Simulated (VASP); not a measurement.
A run of VASP 6.6.1 is set up as follows.

The input POSCAR:

```
BN
1.0
    0.0000000000      1.8130010000      1.8130010000
    1.8130010000      0.0000000000      1.8130010000
    1.8130010000      1.8130010000      0.0000000000
N B
1 1
Direct
    0.2500000000      0.2500000000      0.2500000000
    0.0000000000      0.0000000000      0.0000000000
```

The input INCAR.step1:

```
PREC = Accurate
ENCUT = 450
EDIFF = 1E-8
ISMEAR = 0
SIGMA = 0.01
LREAL = False
LASPH = True
NELM = 80
ALGO = Fast
LWAVE = True
LCHARG = False
GGA = PE
```

Contents of INCAR.step2:

```
PREC = Accurate
ENCUT = 450
EDIFF = 1E-8
ISMEAR = 0
SIGMA = 0.01
LREAL = False
LASPH = True
NELM = 1
ALGO = Exact
LWAVE = True
LCHARG = False
GGA = PE
NBANDS = 39
LOPTICS = True
ISTART = 1
```

Contents of INCAR.step3:

```
PREC = Accurate
ENCUT = 450
EDIFF = 1E-8
ISMEAR = 0
SIGMA = 0.01
LREAL = False
LASPH = True
ALGO = EVGW0
LWAVE = False
LCHARG = False
GGA = PE
NELMGW = 1
NBANDS = 39
ENCUTGW = 120
NOMEGA = 50
PRECFOCK = Fast
ISTART = 1
NBANDSGW = 12
```

File KPOINTS:

```
Automatic mesh
0
Gamma
  6 6 6
```

Potentials or basis: VASP PAW PBE potentials, release 64 (N_GW, B_GW).

Run with:

```sh
$ cat potpaw_PBE.64/N_GW/POTCAR potpaw_PBE.64/B_GW/POTCAR > POTCAR
$ cp INCAR.step1 INCAR
$ mpirun -np 1 vasp_std > vasp.out
$ cp INCAR.step2 INCAR
$ mpirun -np 1 vasp_std > vasp.out
$ cp INCAR.step3 INCAR
$ mpirun -np 1 vasp_std > vasp.out
```

(1) What does it give for the quasiparticle gap?

(2) Predict the least direct quasiparticle gap.

(3) Estimate the band gap on the k mesh, mean-field level.

Results:

(1) 5.82 eV.

(2) 10.81 eV.

(3) 4.45 eV, indirect (least direct gap 8.77 eV).

Caveat: the k mesh is coarse (spacing up to 0.50 Å⁻¹), so the values aren't converged; bands, screening cutoff and mesh are small and nothing is extrapolated, so the quasiparticle values aren't converged.
